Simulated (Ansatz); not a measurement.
A field-response calculation (clamped ions) of La2O3 (P-3m1) from a database of computed structures with the PAW code Ansatz, at the level r2SCAN. The cell was relaxed beforehand with r2SCAN.

Input (YAML):
```yaml
crystal:
  lattice:
    - [3.9351015402, 0.0, 0.0]
    - [-1.9675507701, 3.4078979003, 0.0]
    - [0.0, 0.0, 6.1262271608]
  atoms:
    - { symbol: La, position: [0.6666666667, 0.3333333333, 0.7538431652] }
    - { symbol: La, position: [0.3333333333, 0.6666666667, 0.2461568348] }
    - { symbol: O, position: [0.6666666667, 0.3333333333, 0.3538862911] }
    - { symbol: O, position: [0.3333333333, 0.6666666667, 0.6461137089] }
    - { symbol: O, position: [0.0, 0.0, 0.0] }
kpoints:
  mp_grid: { grid: [6, 6, 4] }
hamiltonian:
  xc: r2scan
scf:
  occupations: { method: fixed }
dielectric: {}
```

Run as `ansatz run input.yaml --threads 4 --pin off --max-ram 6451MiB --backend cpu --events-out ev --progress --plain --runs-dir out`. It took 42 s on 4 threads of Arm Neoverse V1, on a shared host, load about 0.5 per core; peak host memory 1.3 GiB.

Q: Predict the output.

A: Output, abridged:
```
Functional definition: r2SCAN
Crystal: 5 atoms, lattice volume = 82.155 Å³
Basis set: ecut = 500 eV, 2069 PW (Γ)
Bands: 25, of which v1, the nominal top of the filled ones, is band 20 counted from 1 (19 counted from 0)
Symmetry: 12 space group operations
k-points: 47 of 144 (irreducible under 2 space group operations, time reversal used)
SCF 1 converged in 10 iterations: F = -14245.716524 eV  dr2 = 4.10e-11
SCF converged after 10 iterations
Free energy (F): -14245.716524 eV
Fermi energy:    9.390127 eV
--- Band table (eV; the first three rows and the last of 47) ---
  k-point 0: bands = […, 7.1594, 7.2687, 7.7444, 9.0056, 9.0056, 9.2670, 14.1414, 14.4797, 14.4797, 15.1119, …]
  k-point 1: bands = […, 7.3610, 7.3610, 8.0984, 8.9841, 9.0516, 9.0516, 14.2956, 14.5530, 14.5530, 15.1203, …]
  k-point 2: bands = […, 7.4590, 7.4590, 8.3921, 8.6193, 9.1034, 9.1034, 14.5682, 14.6217, 14.6217, 14.8622, …]
  k-point 46: bands = […, 7.8089, 8.2600, 8.7144, 8.8447, 9.0373, 9.1495, 13.9068, 14.6209, 14.8983, 15.0902, …]
--- Dielectric response (ions clamped): 2 representative field directions + reference, on 47 of 144 k-points ---
  ε∞ (high-frequency dielectric tensor):
        4.486050     0.000000     0.000000
        0.000000     4.486050     0.000000
        0.000000     0.000000     4.371316
  Born effective charges Z* (e; rows j = field, columns β = displacement):
    site 0:
         4.20786    0.00000    0.00000
         0.00000    4.20786    0.00000
         0.00000    0.00000    3.81475
    site 1:
         4.20786    0.00000    0.00000
         0.00000    4.20786    0.00000
         0.00000    0.00000    3.81475
    site 2:
        -2.86072    0.00000    0.00000
         0.00000   -2.86072    0.00000
         0.00000    0.00000   -2.52855
    site 3:
        -2.86072    0.00000    0.00000
         0.00000   -2.86072    0.00000
         0.00000    0.00000   -2.52855
    site 4:
        -2.69430    0.00000    0.00000
         0.00000   -2.69430    0.00000
         0.00000    0.00000   -2.57239
```
Only the leading digits can be foreseen; the rest is this run's record.

The rows of the band table are 0: (0, 0, 0) = Γ, 1: (0, 0, 1/4), 2: (0, 0, -1/2) = A, 46: (-1/2, 1/6, -1/4).

The clamped-ion dielectric constant comes out as 4.49 along x and y, 4.37 along z. Born charges, averaged over directions: La +4.08, O -2.75 to -2.65 e.

Spin-unpolarised throughout; all numbers are computed.

Spin-orbit coupling is left out.
